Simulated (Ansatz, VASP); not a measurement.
One calculation of GaN, two programs

```xyz
2
Lattice="0.0000 2.1352 2.1352 2.1352 0.0000 2.1352 2.1352 2.1352 0.0000" Properties=species:S:1:pos:R:3 pbc="T T T"
Ga    0.0000    0.0000    0.0000
N     2.1352    2.1352    2.1352
```

Measurements of this composition are mostly on another form, of space group No. 186.

Alike in both runs: task single point; functional PBE; k mesh 7 × 7 × 7; occupations fermi-dirac, width 0.03 eV; no spin polarisation.

|  | VASP | Ansatz |
| --- | --- | --- |
| version | VASP 6.6.1 | Ansatz 0.2.0 |
| potentials or method | VASP PAW PBE potentials, release 64 (Ga_d, N), cutoff 520 eV | all-electron LAPW, scalar-relativistic |

|  | VASP | Ansatz | Ansatz less VASP |
| --- | --- | --- | --- |
| gap on the k mesh at the Fermi level (eV) | 0.81 | 0.82 | +0.012 |
| least direct gap on the mesh (eV) | 2.36 | 2.37 | +0.011 |
| pressure (GPa) | 0.3 | -0.4 | -0.73 |

Ansatz ran all-electron here, so the differences hold the error of VASP's frozen core and of both bases.

Caveats: an odd mesh through Γ misses points on the zone boundary, where band edges often lie.
